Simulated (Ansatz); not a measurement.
# SnSe$_{2}$: a sublattice moved along a line

These are results of Ansatz, DFT PBE, scalar-relativistic, plane waves, PAW, not measurements. Cutoff 420 eV, Γ-centred 12×12×6 k-points, Gaussian smearing of 0.05 eV. No spin polarisation. Energies are free energies at this smearing, counted from the undisturbed cell; pressure is positive in compression.

Reference structure (as given, not relaxed at this level; it stands at 5.3 GPa):

```xyz
3
Lattice="3.8110 0.0000 0.0000 -1.9055 3.3004 0.0000 0.0000 0.0000 6.1370" Properties=species:S:1:pos:R:3 pbc="T T T"
Sn    0.0000    0.0000    0.0000
Se    0.0000    2.2003    1.5342
Se    1.9055    1.1001    4.6027
```

The cell holds layers and no dispersion correction was added, so their binding is poorly described.

Every Se atom is moved by x along the Cartesian unit vector (0.000, -0.820, -0.572); the cell and all other atoms stay fixed.

| x (Å) | ΔE (meV/cell) |
| --- | --- |
| -0.3000 | 490.7 |
| -0.1500 | 112.9 |
| 0.0000 | 0.0 |
| 0.0375 | 6.9 |
| 0.0750 | 27.6 |
| 0.1125 | 62.7 |
| 0.1875 | 179.2 |
| 0.2250 | 263.0 |
| 0.2625 | 366.2 |

Question: Predict the gap on the mesh (eV) at each point.

Answer:
| x (Å) | gap on the mesh (eV) |
| --- | --- |
| -0.3000 | 0.21 |
| -0.1500 | 0.66 |
| 0.0000 | 0.71 |
| 0.0375 | 0.71 |
| 0.0750 | 0.70 |
| 0.1125 | 0.69 |
| 0.1875 | 0.55 |
| 0.2250 | 0.43 |
| 0.2625 | 0.32 |